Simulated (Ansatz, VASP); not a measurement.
**Ba3HfO: VASP beside Ansatz**

```
CELL_PARAMETERS angstrom
8.03666 0.00000 0.00000
-4.01833 6.95995 0.00000
0.00000 0.00000 3.99510
ATOMIC_POSITIONS crystal
Ba 0.50000 0.00000 0.00000
Ba 0.00000 0.50000 0.00000
Ba 0.50000 0.50000 0.00000
Hf 0.00000 0.00000 0.00000
O 0.00000 0.00000 0.50000
```

Alike in both runs: functional PBE; k mesh 3 × 3 × 4; occupations gaussian, width 0.1 eV; no spin polarisation.

Ansatz relaxed the structure, and its values are those at the end. VASP's run is a single point on that final structure, the one shown.

|  | VASP | Ansatz |
| --- | --- | --- |
| version | VASP 6.6.1 | Ansatz 0.2.0 |
| potentials or method | VASP PAW PBE potentials, release 64 (Ba_sv, Hf_pv, O) | scalar-relativistic, plane waves, PAW |
| plane-wave cutoff (eV) | 520 | 420 |
| valence electrons in the cell | 46 | 62 |

|  | VASP | Ansatz | Ansatz less VASP |
| --- | --- | --- | --- |
| gap on the k mesh at the Fermi level (eV) | none | none | - |
| pressure (GPa) | -0.3 | -0.2 | +0.07 |

A gap of «none» marks a metal or a gap that the smearing closes. The two sets of potentials don't hold the same shells in valence.

Caveats: the k mesh is coarse (spacing up to 0.39 Å⁻¹), so the values aren't converged. Spin-orbit coupling is left out, which matters for the levels of Ba, Hf.
